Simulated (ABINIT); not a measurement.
Input of an ABINIT 10.8.3 (patched build) run:

run.abi

```
# Pseudopotentials
pp_dirpath "./"
pseudos "Pt.GGA_PBE-JTH.xml, S.GGA_PBE-JTH.xml"

# Structure
acell 3.5432 3.5432 5.0388 Angstrom
rprim
     1.0000000000     0.0000000000     0.0000000000
    -0.5000000000     0.8660254038     0.0000000000
     0.0000000000     0.0000000000     1.0000000000
ntypat 2
znucl 78 16
natom 3
typat 1 2 2
xcart
     0.0000000000     0.0000000000     0.0000000000
     3.3478388027     1.9328756336     7.3604688935
    -0.0000000003     3.8657512677     2.1614831033

# Plane-wave basis
ecut 15.0
pawecutdg 30.0
pawxcdev 0

# k points
kptopt 1
ngkpt 7 7 4
nshiftk 1
shiftk 0.0 0.0 0.0

# Exchange and correlation
ixc -116133

# Bands and occupations
nband 15
occopt 3
tsmear 0.00183747

# SCF cycle
nstep 100
tolvrs 1.0e-9

# Output
iomode 3
prtwf 0
prtden 0
prteig 0
prtebands 0
prtvol 2
```

Potentials or basis: JTH PAW PBE v2.0.

Run with:

```bash
$ mpirun --bind-to none -np 4 abinit run.abi > log 2>&1
```

(1) What does it give for the largest force?

(2) What does it give for the band gap on the k mesh?

## Answers

(1) 1.100 eV/Å.

(2) 0.72 eV, indirect (least direct gap 0.90 eV).

Caveat: the PAW data sets were made with another functional, which shifts forces and pressure a little; spin-orbit coupling is left out, which moves the levels of the heavy elements; an odd mesh through Γ misses points on the zone boundary, where band edges often lie.
